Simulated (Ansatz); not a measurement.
**N interstitial in Si**

The calculation used DFT PBEsol, scalar-relativistic, plane waves, PAW (Ansatz). Run with 420 eV cutoff, 3×3×3 k-mesh, Gaussian smearing of 0.02 eV, collinear spin in charge 0 alone.

Host crystal, relaxed:

```xyz
2
Lattice="0.0000 2.7169 2.7169 2.7169 0.0000 2.7169 2.7169 2.7169 0.0000" Properties=species:S:1:pos:R:3 pbc="T T T"
Si    1.3585    1.3585    1.3585
Si    0.0000    0.0000    0.0000
```

Supercell of 32 atoms, rows in host cell vectors: -1 -1 3; -1 -1 -1; 3 -1 -1. Atoms relax at the host's cell from a start displaced at random by 0.06 Å near the defect, so other minima may exist. The cell is small, so energies carry finite-size errors of tenths of an eV. The host's Kohn–Sham gap is 0.46 eV. Atoms are taken from and returned to the elements' standard states. Charged cells are corrected for image charges with the computed static dielectric tensor (mean 13.3) and aligned with the host's potential at far atoms (alignment terms reach 0.13 eV; the program doubts the alignment in some charges, where it is up to 0.13 eV). No band-filling term is added, and the Fermi level counts from the host's valence band top.

Starting moments were lost in some runs.

Defect: N interstitial at (0.500, 0.500, 0.500) of the host cell.

Problem. What is the formation energy of the neutral defect?

Solution. 2.90 eV.

Problem. Does the neutral defect carry a moment, and how do its surroundings relax?

Solution. It adds no moment. The nearest neighbours before are 4 Si at 2.35 Å, 6 Si at 2.72 Å; after relaxation the atoms near the site are 3 Si at 1.87 Å, 1 Si at 2.55 Å, 2 Si at 2.56 Å; the largest move is 1.07 Å.

Problem. Charges +1, 0, -1 were computed. Which is stable where in the gap?

Solution. Among the charges computed the stable one is 0 at the valence band top, changing to -1 at 0.33 eV. In charge +1 the extra carrier would gain by moving to a band edge of the host, so it isn't bound in the gap, though by less than the errors named above. In charge +1, 0, -1 the cell has partly filled bands: a level of the defect may be part filled, the carrier may sit in the host's bands, or levels may cross between the k points, so transitions that involve it are doubtful. Other sites of the defect weren't tried. Levels between neighbouring charges: (+1/0) -0.10 eV, (0/-1) 0.33 eV.